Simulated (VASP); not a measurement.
# SiC (Moissanite 3C) (F-43m) in VASP: further runs

Runs on SiC (Moissanite 3C). Level: PBEsol. Tasks: relaxation of cell and atoms.

Program: VASP 6.6.1. These are calculated values, not measurements. Logs are shortened: lines on timing, memory, paths and dates and some standing lists are left out, and cuts for length are marked.

## (1) The structure

Symmetry: F-43m, No. 216, cubic system. The conventional cell has a = 4.358 Å, b = 4.358 Å, c = 4.358 Å, α = 90.00°, β = 90.00°, γ = 90.00°. Around Si (site symmetry -43m) lie 4 C at 1.89 Å. C (site symmetry -43m) is surrounded by 4 Si at 1.89 Å.

## (2) Relaxation of cell and atoms, PBEsol

INCAR reads:

```
PREC = Accurate ; ENCUT = 600
EDIFF = 1E-7 ; ISMEAR = 0
SIGMA = 0.03 ; LREAL = F
LASPH = T ; NELM = 80
ALGO = Normal ; ISIF = 3
LWAVE = F ; LCHARG = F
GGA = PS ; IBRION = 2
NSW = 90 ; EDIFFG = -0.005
```

KPOINTS reads:

```
Automatic mesh
0
Gamma
  10 10 10
```

POSCAR reads:

```
SiC                                     
1.0
    0.0000000000      2.1790000000      2.1790000000
    2.1790000000      0.0000000000      2.1790000000
    2.1790000000      2.1790000000      0.0000000000
  Si              C             
     1     1
Direct
     0.0000000000000000    0.0000000000000000    0.0000000000000000
     0.2500000000000000    0.2500000000000000    0.2500000000000000
```

Potentials or basis: VASP PAW PBE potentials, release 64 (Si, C).

Launch:

```console
$ cat potpaw_PBE.64/Si/POTCAR potpaw_PBE.64/C/POTCAR > POTCAR
$ mpirun -np 1 vasp_std > vasp.out
```

OUTCAR:

```text
PREC = Accurate
   ENCUT = 600
   EDIFF = 1E-7
   ISMEAR = 0
   LREAL = F
   LASPH = T
   NELM = 80
   ISIF = 3
   GGA = PS
   IBRION = 2
   NSW = 90
   EDIFFG = -0.005

 ion  position               nearest neighbor table
   1  0.000  0.000  0.000-   2 1.89   2 1.89   2 1.89   2 1.89
   2  0.250  0.250  0.250-   1 1.89   1 1.89   1 1.89   1 1.89

  LATTYP: Found a face centered cubic cell.
 ALAT       =     4.3580000000

  Lattice vectors:

 A1 = (   0.0000000000,   2.1790000000,   2.1790000000)
 A2 = (   2.1790000000,   0.0000000000,   2.1790000000)
 A3 = (   2.1790000000,   2.1790000000,   0.0000000000)

Analysis of symmetry for initial positions (statically):
=====================================================================
 Subroutine PRICEL returns:
 Original cell was already a primitive cell.

 Routine SETGRP: Setting up the symmetry group for a
 face centered cubic supercell.

 Subroutine GETGRP returns: Found 24 space group operations
 (whereof 24 operations were pure point group operations)
 out of a pool of 48 trial point group operations.

The static configuration has the point symmetry T_d .

Analysis of symmetry for dynamics (positions and initial velocities):
=====================================================================
 Subroutine PRICEL returns:
 Original cell was already a primitive cell.

 Routine SETGRP: Setting up the symmetry group for a
 face centered cubic supercell.

 Subroutine GETGRP returns: Found 24 space group operations
 (whereof 24 operations were pure point group operations)
 out of a pool of 48 trial point group operations.

The dynamic configuration has the point symmetry T_d .

 Subroutine INISYM returns: Found 24 space group operations
 (whereof 24 operations are pure point group operations),
 and found     1 'primitive' translations

----------------------------------------------------------------------------------------

                                     Primitive cell

  volume of cell :      20.6920

  direct lattice vectors                    reciprocal lattice vectors
     0.000000000  2.179000000  2.179000000    -0.229463056  0.229463056  0.229463056
     2.179000000  0.000000000  2.179000000     0.229463056 -0.229463056  0.229463056
     2.179000000  2.179000000  0.000000000     0.229463056  0.229463056 -0.229463056

  length of vectors
     3.081571352  3.081571352  3.081571352     0.397441672  0.397441672  0.397441672

  position of ions in fractional coordinates (direct lattice)
     0.000000000  0.000000000  0.000000000
     0.250000000  0.250000000  0.250000000

  ion indices of the primitive-cell ions
   primitive index   ion index
                 1           1
                 2           2

----------------------------------------------------------------------------------------

 KPOINTS: Automatic mesh

Automatic generation of k-mesh.
 Grid dimensions read from file:
 generate k-points for:   10   10   10

 Generating k-lattice:

  Cartesian coordinates                     Fractional coordinates (reciprocal lattice)
    -0.022946306  0.022946306  0.022946306     0.100000000  0.000000000  0.000000000
     0.022946306 -0.022946306  0.022946306     0.000000000  0.100000000  0.000000000
     0.022946306  0.022946306 -0.022946306     0.000000000  0.000000000  0.100000000

  Length of vectors
     0.039744167  0.039744167  0.039744167

  Shift w.r.t. Gamma in fractional coordinates (k-lattice)
     0.000000000  0.000000000  0.000000000

 Subroutine IBZKPT returns following result:
 ===========================================

 Found     47 irreducible k-points:

 Following reciprocal coordinates:
            Coordinates               Weight
  0.000000  0.000000  0.000000      1.000000
  0.100000  0.000000  0.000000      8.000000
  0.200000  0.000000  0.000000      8.000000
  0.300000  0.000000  0.000000      8.000000
  0.400000  0.000000  0.000000      8.000000
  0.500000  0.000000  0.000000      4.000000
[... 16 lines left out ...]
  0.300000  0.300000  0.000000      6.000000
  0.400000  0.300000  0.000000     24.000000
 [... further k-points ...]
   k-points           NKPTS =     47   k-points in BZ     NKDIM =     47   number of bands    NBANDS=      8
   number of dos      NEDOS =    301   number of ions     NIONS =      2
   total plane-waves  NPLWV =  21952
   dimension x,y,z NGX =    28 NGY =   28 NGZ =   28
   dimension x,y,z NGXF=    56 NGYF=   56 NGZF=   56
   ions per type =               1   1
   NGX,Y,Z   is equivalent  to a cutoff of  15.11, 15.11, 15.11 a.u.
   NGXF,Y,Z  is equivalent  to a cutoff of  30.21, 30.21, 30.21 a.u.
 SYSTEM =  unknown system
   PREC   = accura    normal or accurate (medium, high low for compatibility)
   ISTART =      0    job   : 0-new  1-cont  2-samecut
   ICHARG =      2    charge: 1-file 2-atom 10-const
   ISPIN  =      1    spin polarized calculation?
   LNONCOLLINEAR =      F non collinear calculations
   LSORBIT =      F    spin-orbit coupling
   LASPH  =      T    aspherical Exc in radial PAW
   ENCUT  =  600.0 eV  44.10 Ry    6.64 a.u.   6.15  6.15  6.15*2*pi/ulx,y,z
   NELM   =     80;   NELMIN=  2; NELMDL= -5     # of ELM steps
   EDIFF  = 0.1E-06   stopping-criterion for ELM
   LREAL  =      F    real-space projection
   EDIFFG = -.5E-02   stopping-criterion for IOM
   NSW    =     90    number of steps for IOM
   IBRION =      2    ionic relax: 0-MD 1-quasi-New 2-CG
   NFREE  =      1    steps in history (QN), initial steepest desc. (CG)
   ISIF   =      3    stress and relaxation
   ISYM   =      2    0-nonsym 1-usesym 2-fastsym
   POTIM  = 0.5000    time-step for ionic-motion
   TEBEG  =    0.0;   TEEND  =   0.0 temperature during run
   PSTRESS=    0.0 pullay stress
   NELECT =       8.0000    total number of electrons
   NUPDOWN=      -1.0000    fix difference up-down
   EMIN   =  10.00;   EMAX   =-10.00  energy-range for DOS
   EFERMI =   0.00;   METHOD = LEGACY
   ISMEAR =     0;   SIGMA  =   0.03  broadening in eV -4-tet -1-fermi 0-gaus
   EFERMI_NEDOS =   21; number of points for ismear=-14 and -15
   IALGO  =     38    algorithm
   IMIX   =      4    mixing-type and parameters
     AMIX     =   0.40;   BMIX     =  1.00
     AMIX_MAG =   1.60;   BMIX_MAG =  1.00
  volume/ion in A,a.u.               =      10.35        69.82
  Fermi-wavevector in a.u.,A,eV,Ry     =   1.192626  2.253736 19.352338  1.422357
  Thomas-Fermi vector in A             =   2.328660
   LORBIT       =      0    0 simple, 1 ext, 2 COOP (PROOUT), +10 PAW based schemes
   GGA     = PS    functional components
   LHFCALC =     F    Hartree Fock is set to
   AEXX    =    0.0000 exact exchange contribution
   IVDW    =     0    specifies the selected vdW correction
   LEPSILON=     F    determine dielectric tensor
   LRPA    =     F    only Hartree local field effects (RPA)
 conjugate gradient relaxation of ions
 non-spin polarized calculation
 Gauss-broadening in eV      SIGMA  =   0.03
  energy-cutoff  :      600.00
  volume of cell :       20.69
 maximum number of plane-waves:       701
 NGX is ok and might be reduce to    28
   NGX = 13   NGY = 13   NGZ = 13

 number of electron       8.0000000 magnetization

 Free energy of the ion-electron system (eV)
  ---------------------------------------------------
  ext. energy  EPLUGINS =         0.00000000
  ---------------------------------------------------
  free energy    TOTEN  =       -15.91610824 eV

  energy without entropy =      -15.91610824  energy(sigma->0) =      -15.91610824

 E-fermi :   8.1959     XC(G=0): -11.5048

 val. band max:        8.0559500106   @ k =   0.0000   0.0000   0.0000
 cond. band min:       9.2901665113   @ k =   0.5000   0.5000   0.0000
 fundamental gap:      1.2342165007
 Fermi energy:         8.1959029874

 k-point     1 :       0.0000    0.0000    0.0000
  band No.  band energies     occupation
      1      -7.3681      2.00000
      2       8.0559      2.00000
      3       8.0559      2.00000
      4       8.0560      2.00000
      5      14.2428      0.00000
      6      15.2991      0.00000
      7      15.2991      0.00000
      8      15.2991      0.00000

 k-point     2 :       0.1000    0.0000    0.0000
  band No.  band energies     occupation
      1      -7.1719      2.00000
      2       7.0408      2.00000
      3       7.9211      2.00000
      4       7.9211      2.00000
      5      14.4945      0.00000
      6      15.5433      0.00000
      7      15.5433      0.00000
      8      15.5793      0.00000

 k-point     3 :       0.2000    0.0000    0.0000
  band No.  band energies     occupation
      1      -6.5918      2.00000
      2       4.9105      2.00000
      3       7.6125      2.00000
      4       7.6125      2.00000
      5      14.1963      0.00000
      6      15.9003      0.00000
      7      15.9003      0.00000
      8      16.7741      0.00000

 k-point     4 :       0.3000    0.0000    0.0000
  band No.  band energies     occupation
      1      -5.6623      2.00000
      2       2.5863      2.00000
      3       7.2954      2.00000
      4       7.2954      2.00000
      5      13.7879      0.00000
      6      15.7521      0.00000
      7      15.7521      0.00000
      8      17.7178      0.00000

 k-point     5 :       0.4000    0.0000    0.0000
  band No.  band energies     occupation
      1      -4.5074      2.00000
      2       0.5168      2.00000
      3       7.0763      2.00000
      4       7.0763      2.00000
      5      13.5199      0.00000
      6      15.3666      0.00000
      7      15.3666      0.00000
      8      17.9760      0.00000
[... 177 lines left out ...]
 k-point    22 :      -0.2000    0.2000    0.0000
  band No.  band energies     occupation
      1      -5.3507      2.00000
      2       3.2405      2.00000
      3       4.8033      2.00000
      4       7.4064      2.00000
      5      14.5344      0.00000
      6      15.9870      0.00000
      7      16.3631      0.00000
      8      17.1387      0.00000

 k-point    23 :       0.3000    0.3000    0.0000
  band No.  band energies     occupation
      1      -5.0843      2.00000
      2       3.6989      2.00000
      3       5.6733      2.00000
      4       5.6733      2.00000
      5      11.1127      0.00000
      6      13.5524      0.00000
      7      19.5264      0.00000
      8      19.5264      0.00000

 k-point    24 :       0.4000    0.3000    0.0000
  band No.  band energies     occupation
      1      -4.2085      2.00000
      2       2.4699      2.00000
      3       4.8721      2.00000
      4       5.4098      2.00000
      5      10.8128      0.00000
      6      13.5682      0.00000
      7      19.6090      0.00000
      8      19.9188      0.00000

 [... further k-points ...]

------------------------ aborting loop because EDIFF is reached ----------------------------------------

  FORCE on cell =-STRESS in cart. coord.  units (eV):
  Direction    XX          YY          ZZ          XY          YZ          ZX
  --------------------------------------------------------------------------------------
  -------------------------------------------------------------------------------------
  Total        0.0051827      0.0051827      0.0051827      0.0000000     -0.0000000      0.0000000
  in kB        0.4012955      0.4012955      0.4012955      0.0000000     -0.0000000      0.0000000
  external PRESSURE =       0.4012955 kB  Pullay stress =       0.0000000 kB

 VOLUME and BASIS-vectors are now :
 -----------------------------------------------------------------------------
  energy-cutoff  :      600.00
  volume of cell :       20.69
      direct lattice vectors                 reciprocal lattice vectors
     0.000000000  2.179000000  2.179000000    -0.229463056  0.229463056  0.229463056
     2.179000000  0.000000000  2.179000000     0.229463056 -0.229463056  0.229463056
     2.179000000  2.179000000  0.000000000     0.229463056  0.229463056 -0.229463056

 POSITION                                       TOTAL-FORCE (eV/Angst)
 -----------------------------------------------------------------------------------
      0.00000      0.00000      0.00000         0.000000      0.000000      0.000000
      1.08950      1.08950      1.08950        -0.000000     -0.000000     -0.000000
 -----------------------------------------------------------------------------------
    total drift:                               -0.000000     -0.000000     -0.000000

  FREE ENERGIE OF THE ION-ELECTRON SYSTEM (eV)
  ---------------------------------------------------
  free  energy   TOTEN  =       -15.9161082404 eV

  energy  without entropy=      -15.9161082404  energy(sigma->0) =      -15.91610824

 reached required accuracy - stopping structural energy minimisation
```

It took 6.9 s on 1 thread of Intel Xeon 6975P-C (Granite Rapids), shared host; peak memory 0.15 GiB.

What came out:

```yaml
Free_energy: -15.9161 eV
Pressure_after_relaxing: 0.0 GPa
Band_gap_on_the_k_mesh: 1.23 eV, indirect (least direct gap 4.44 eV)
```

Final structure:
```xyz
2
Lattice="0.0000 2.1790 2.1790 2.1790 0.0000 2.1790 2.1790 2.1790 0.0000" Properties=species:S:1:pos:R:3 pbc="T T T"
Si    0.0000    0.0000    0.0000
C     1.0895    1.0895    1.0895
```

Levels at points of the mesh, in eV from the valence-band top:
| k point | band 2 | band 3 | band 4 | band 5 | band 6 | band 7 |
| --- | --- | --- | --- | --- | --- | --- |
| (0.00, 0.00, 0.00) | 0.00 | 0.00 | 0.00 | 6.19 | 7.24 | 7.24 |
| (0.50, 0.00, 0.00) | -8.60 | -1.06 | -1.06 | 5.37 | 7.14 | 7.14 |
| (0.50, 0.50, 0.00) | -7.83 | -3.21 | -3.21 | 1.23 | 4.20 | 13.95 |

Caveat: the relaxation stopped at its first step, so nothing moved; the PAW data sets were made with another functional, which shifts forces and pressure a little. A k mesh can miss the band edges.

## (3) Relaxation of cell and atoms, PBEsol

INCAR reads:

```
SYSTEM = SiC
  ALGO = Normal
  EDIFF = 1E-6
  EDIFFG = -0.01
  ENCUT = 600
  GGA = PS
  IBRION = 2
  ISIF = 3
  ISMEAR = 0
  LASPH = .TRUE.
  LCHARG = .FALSE.
  LREAL = .FALSE.
  LWAVE = .FALSE.
  NELM = 80
  NSW = 90
  PREC = Accurate
  SIGMA = 0.03
```

KPOINTS reads:

```
k-points
0
G
  10 10 10
  0 0 0
```

POSCAR reads:

```
SiC
1.0
    0.0000000000      2.1790000000      2.1790000000
    2.1790000000      0.0000000000      2.1790000000
    2.1790000000      2.1790000000      0.0000000000
Si C
1 1
Direct
    0.0000000000      0.0000000000      0.0000000000
    0.2500000000      0.2500000000      0.2500000000
```

Potentials or basis: VASP PAW PBE potentials, release 64 (Si, C).

Launch:

```console
$ cat potpaw_PBE.64/Si/POTCAR potpaw_PBE.64/C/POTCAR > POTCAR
$ mpirun -np 1 vasp_std > vasp.out
```

It took 12 s on 1 thread of Intel Xeon Platinum 8488C (Sapphire Rapids), shared host; peak memory 0.15 GiB.

It converged, with:

- Free energy: -15.9161 eV
- Pressure after relaxing: 0.0 GPa
- Band gap on the k mesh: 1.23 eV, indirect (least direct gap 4.44 eV)

Final structure:
```cif
data_structure
_symmetry_space_group_name_H-M 'P 1'
_symmetry_Int_Tables_number 1
_cell_length_a 3.0816
_cell_length_b 3.0816
_cell_length_c 3.0816
_cell_angle_alpha 60.000
_cell_angle_beta 60.000
_cell_angle_gamma 60.000
_cell_volume 20.69
loop_
_atom_site_label
_atom_site_type_symbol
_atom_site_fract_x
_atom_site_fract_y
_atom_site_fract_z
_atom_site_occupancy
Si1 Si 0.00000 0.00000 0.00000 1
C1 C 0.25000 0.25000 0.25000 1
```

Levels at points of the mesh, in eV from the valence-band top:
| k point | band 1 | band 2 | band 3 | band 4 | band 5 | band 6 | band 7 | band 8 |
| --- | --- | --- | --- | --- | --- | --- | --- | --- |
| (0.00, 0.00, 0.00) | -15.42 | 0.00 | 0.00 | 0.00 | 6.19 | 7.24 | 7.24 | 7.24 |
| (0.50, 0.00, 0.00) | -11.82 | -8.60 | -1.06 | -1.06 | 5.37 | 7.14 | 7.14 | 9.92 |
| (0.50, 0.50, 0.00) | -10.36 | -7.83 | -3.21 | -3.21 | 1.23 | 4.20 | 13.95 | 13.95 |

Caveat: the relaxation stopped at its first step, so nothing moved; the PAW data sets were made with another functional, which shifts forces and pressure a little. A k mesh can miss the band edges.
